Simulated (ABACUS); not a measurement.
Crystal: MgO.

```xyz
2
Lattice="0.0000 2.0970 2.0970 2.0970 0.0000 2.0970 2.0970 2.0970 0.0000" Properties=species:S:1:pos:R:3 pbc="T T T"
Mg    0.0000    0.0000    0.0000
O     2.0970    2.0970    2.0970
```

The cell is a database's computed one.

Base run:

* Program: ABACUS 3.10.1
* Functional: rSCAN
* Potentials or basis: SG15 ONCV 1.2 PBE
* Cutoff: 1320 eV
* Density cutoff: 5279 eV
* Basis: plane waves
* k mesh: 7 × 7 × 7
* Occupations: fermi-dirac, width 0.05 eV
* Spin: no spin polarisation

Its results: band gap on the k mesh 5.64 eV, direct; pressure 0.5 GPa.

Q: After a change of settings the same cell gave: band gap on the k mesh 5.14 eV, direct; pressure 5.8 GPa. Which change was it?
A. functional from rSCAN to SCAN
B. functional from rSCAN to TASK; radial cutoff of the potentials (pseudo_rcut) from 10 bohr to 7 bohr
C. functional from rSCAN to revTPSS
D. functional from rSCAN to TM

A: C.

Caveats: the potentials were made for another functional, which shifts forces and pressure; an odd mesh through Γ misses points on the zone boundary, where band edges often lie.

Not every run made on this cell is shown here.
